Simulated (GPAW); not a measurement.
**FeO (Wuestite): band structure with PBE**

**The experiment to reproduce.**

“W\"ustite: Electric, thermodynamic and optical properties of FeO”, 2012, arxiv:1203.1201 quotes, for a bulk crystal of FeO: band gap 2.4 eV (optical).

FeO (Wuestite):

```
Fe O
1.0
     0.00000    2.15540    2.15540
     2.15540    0.00000    2.15540
     2.15540    2.15540    0.00000
Fe O
1 1
Direct
  0.00000 0.00000 0.00000
  0.50000 0.50000 0.50000
```

```yaml
Program: GPAW 26.7.0
Task: band structure
Functional: PBE
Potentials_or_basis: GPAW PAW data sets (gpaw-data 1.2.1)
Cutoff: 800 eV
Basis: pw
k_mesh: 9 × 9 × 9
Occupations: fermi-dirac, width 0.05 eV
Spin: collinear spin, ferromagnetic start
Starting_moments: "[3.0, 0.0] μB"
Maxiter: 150
Band_path: GXWKGLUWLK,UX
Band_points: 100
```

```
Pressure                : 0.8 GPa
Band gap along the path : none (metal or under the smearing width)
Net moment              : 4.00 μB per cell
Site moments            : Fe +3.55; O +0.24 μB
```

Levels at the corners of the path, in eV from the Fermi level:
Spin up:
```
point  band 6  band 7  band 8  band 9  band 10
    Γ   -3.86   -3.86   -3.65   -3.65    -0.04
    X   -3.26   -2.77   -2.75   -2.75     5.15
    W   -3.01   -2.89   -2.75   -1.71     7.33
    K   -2.89   -2.62   -2.45   -1.69     6.66
    Γ   -3.86   -3.86   -3.65   -3.65    -0.04
    L   -3.03   -2.48   -0.33   -0.33     3.95
    U   -2.89   -2.62   -2.45   -1.69     6.66
    W   -3.01   -2.89   -2.75   -1.71     7.33
    L   -3.03   -2.48   -0.33   -0.33     3.95
    K   -2.89   -2.62   -2.45   -1.69     6.66
    U   -2.89   -2.62   -2.45   -1.69     6.66
    X   -3.26   -2.77   -2.75   -2.75     5.15
```
Spin down:
```
point  band 1  band 2  band 3  band 4  band 5  band 6  band 7  band 8  band 9  band 10
    Γ  -20.29   -3.36   -3.36   -3.36   -0.71   -0.71   -0.71    0.23    0.23     0.77
    X  -19.06   -7.04   -4.55   -4.55   -2.13    0.79    0.80    0.80    1.20     6.51
    W  -18.97   -6.23   -6.23   -5.63   -0.02   -0.02    0.80    1.12    1.87     8.69
    K  -19.00   -6.64   -6.23   -4.95   -0.80    0.61    0.71    1.36    1.81     7.93
    Γ  -20.29   -3.36   -3.36   -3.36   -0.71   -0.71   -0.71    0.23    0.23     0.77
    L  -19.11   -8.11   -5.23   -5.23    0.44    0.44    0.63    2.84    2.84     4.43
    U  -19.00   -6.64   -6.23   -4.95   -0.80    0.61    0.71    1.36    1.81     7.93
    W  -18.97   -6.23   -6.23   -5.63   -0.02   -0.02    0.80    1.12    1.87     8.69
    L  -19.11   -8.11   -5.23   -5.23    0.44    0.44    0.63    2.84    2.84     4.43
    K  -19.00   -6.64   -6.23   -4.95   -0.80    0.61    0.71    1.36    1.81     7.93
    U  -19.00   -6.64   -6.23   -4.95   -0.80    0.61    0.71    1.36    1.81     7.93
    X  -19.06   -7.04   -4.55   -4.55   -2.13    0.79    0.80    0.80    1.20     6.51
```

Wall time 49 s on 1 thread of Arm Neoverse V2, on a shared host, peak memory 0.3 GiB.

A measured gap of FeO is 2.4 eV (optical; quoted in “W\"ustite: Electric, thermodynamic and optical properties of FeO”, 2012, arxiv:1203.1201); the calculated 0.00 eV misses it by -2.40 eV. So large a miss can be the level of theory's own, or it may mean another phase, state or a wrong row. The value is that of PBE, without temperature or zero-point motion. Semilocal functionals fall short of measured gaps as a rule. The run's magnetic order (collinear spin, ferromagnetic start) needn't be the measured crystal's.

Caveat: a cell with one magnetic atom can't hold antiferromagnetic order, which such compounds often take; semilocal functionals often make such compounds metallic where correlation or magnetic order opens a gap, which also shifts bond lengths.
